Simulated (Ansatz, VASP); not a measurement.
## Two plane-wave programs on S

Contents of INCAR:

```
  ALGO = Normal
  EDIFF = 1E-7
  ENCUT = 520
  GGA = PE
  ISIF = 2
  ISMEAR = 0
  LASPH = T
  LCHARG = T
  LELF = T
  LREAL = F
  LVHAR = T
  LWAVE = F
  NBANDS = 13
  NELM = 80
  PREC = Accurate
  SIGMA = 0.1
```

Contents of KPOINTS:

```
k-points
0
Gamma
  6 6 6
```

Contents of POSCAR:

```
S
1.0
    0.0000000000      2.8256356392      2.8256356392
    2.8256356392      0.0000000000      2.8256356392
    2.8256356392      2.8256356392      0.0000000000
S
2
Direct
    0.5000000000      0.5000000000      0.5000000000
    0.7500000000      0.7500000000      0.7500000000
```

Input for Ansatz:

```yaml
crystal:
  lattice:
    - [0.0, 2.8256356392, 2.8256356392]
    - [2.8256356392, 0.0, 2.8256356392]
    - [2.8256356392, 2.8256356392, 0.0]
  atoms:
    - { symbol: S, position: [0.5, 0.5, 0.5] }
    - { symbol: S, position: [0.75, 0.75, 0.75] }
basis:
  ecutwfc: 420
kpoints:
  mp_grid: { grid: [6, 6, 6] }
hamiltonian:
  xc: pbe
scf:
  occupations: { method: gaussian, width: 0.1 }
output:
  forces: true
  stress: true
  eigenvalues: true
```

Alike in both runs: task single point; functional PBE; k mesh 6 × 6 × 6; occupations gaussian, width 0.1 eV; no spin polarisation.

|  | VASP | Ansatz |
| --- | --- | --- |
| version | VASP 6.6.1 | Ansatz 0.2.0 |
| potentials or method | VASP PAW PBE potentials, release 64 (S) | scalar-relativistic, plane waves, PAW |
| plane-wave cutoff (eV) | 520 | 420 |
| valence electrons in the cell | 12 | 12 |

Ansatz gave:

| Item | Value |
| --- | --- |
| gap on the k mesh at the Fermi level (eV) | none |
| pressure (GPa) | 3.1 |

Question: Which values does VASP return?

Answer: gap on the k mesh at the Fermi level (eV): none; pressure (GPa): 3.0.

A gap of «none» marks a metal or a gap that the smearing closes. With one functional, cell and mesh, what is left measures potentials, basis and numerics.
